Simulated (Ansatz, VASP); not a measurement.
This is a calculation of Al2O3 (Corundum) for VASP 6.6.1. 

INCAR

```
ALGO = Normal
EDIFF = 1E-6
EDIFFG = -0.005
ENCUT = 600
GGA = RE
IBRION = 2
ISIF = 3
ISMEAR = -1
LASPH = T
LCHARG = F
LREAL = F
LWAVE = F
NELM = 80
NSW = 60
PREC = Accurate
SIGMA = 0.05
```

The input KPOINTS:

```
k-points
0
Gamma
  7 7 7
```

POSCAR

```
Al2O3
1.0
    2.3802500000      1.3742379782      4.3318666667
   -2.3802500000      1.3742379782      4.3318666667
    0.0000000000     -2.7484759565      4.3318666667
Al O
4 6
Direct
    0.8521600000      0.8521600000      0.8521600000
    0.6478400000      0.6478400000      0.6478400000
    0.1478400000      0.1478400000      0.1478400000
    0.3521600000      0.3521600000      0.3521600000
    0.0566800000      0.7500000000      0.4433200000
    0.7500000000      0.4433200000      0.0566800000
    0.4433200000      0.0566800000      0.7500000000
    0.9433200000      0.2500000000      0.5566800000
    0.2500000000      0.5566800000      0.9433200000
    0.5566800000      0.9433200000      0.2500000000
```

Potentials or basis: VASP PAW PBE potentials, release 64 (Al, O).

Launch:

```sh
$ cat potpaw_PBE.64/Al/POTCAR potpaw_PBE.64/O/POTCAR > POTCAR
$ mpirun -np 1 vasp_std > vasp.out
```

Problem. Translate it to Ansatz 0.2.0. Potentials or basis there: Ansatz PAW, cutoff 420 eV.

Solution. As run (cutoffs and basis follow the program's own potentials, and thresholds, step limits or extra output files can differ):

File input.yaml:

```yaml
crystal:
  lattice:
    - [2.38025, 1.3742379782, 4.3318666667]
    - [-2.38025, 1.3742379782, 4.3318666667]
    - [0.0, -2.7484759565, 4.3318666667]
  atoms:
    - { symbol: Al, position: [0.85216, 0.85216, 0.85216] }
    - { symbol: Al, position: [0.64784, 0.64784, 0.64784] }
    - { symbol: Al, position: [0.14784, 0.14784, 0.14784] }
    - { symbol: Al, position: [0.35216, 0.35216, 0.35216] }
    - { symbol: O, position: [0.05668, 0.75, 0.44332] }
    - { symbol: O, position: [0.75, 0.44332, 0.05668] }
    - { symbol: O, position: [0.44332, 0.05668, 0.75] }
    - { symbol: O, position: [0.94332, 0.25, 0.55668] }
    - { symbol: O, position: [0.25, 0.55668, 0.94332] }
    - { symbol: O, position: [0.55668, 0.94332, 0.25] }
hamiltonian:
  xc: revpbe
  pseudopotentials: { kind: paw }
kpoints:
  mp_grid: { grid: [7, 7, 7] }
scf:
  occupations: { method: fermi_dirac, width: 0.05 }
output:
  forces: true
  stress: true
relax:
  f_tol: 0.01
  max_steps: 40
  cell: { stress_tol: 0.05 }
```

Potentials or basis: Ansatz PAW.

Run with:

```console
$ ansatz run input.yaml --threads 4 --pin off --max-ram 11264MiB --backend cpu --events-out ev --progress --plain --runs-dir out
```

Both were run:

|  | VASP | Ansatz |
| --- | --- | --- |
| Relaxed volume | 8.87 Å³/atom | 8.91 Å³/atom |
| Relaxed cell | a = 5.205 Å, b = 5.205 Å, c = 5.205 Å, α = 55.28°, β = 55.28°, γ = 55.28° | a = 5.211 Å, b = 5.211 Å, c = 5.211 Å, α = 55.28°, β = 55.28°, γ = 55.28° |
| Space group after relaxing | R-3c (No. 167) | R-3c (No. 167) |
| Pressure after relaxing | 0.0 GPa | 0.0 GPa |

Ansatz's pressure holds a Pulay term of +0.77 GPa for its cutoff of 420 eV, which the other run lacks.

VASP's potentials were made for PBE. Ansatz's potentials were made for PBE.

Where Ansatz's input types no cutoff or centring, it takes its own default and a Γ-centred mesh.

Pressure is positive in compression.
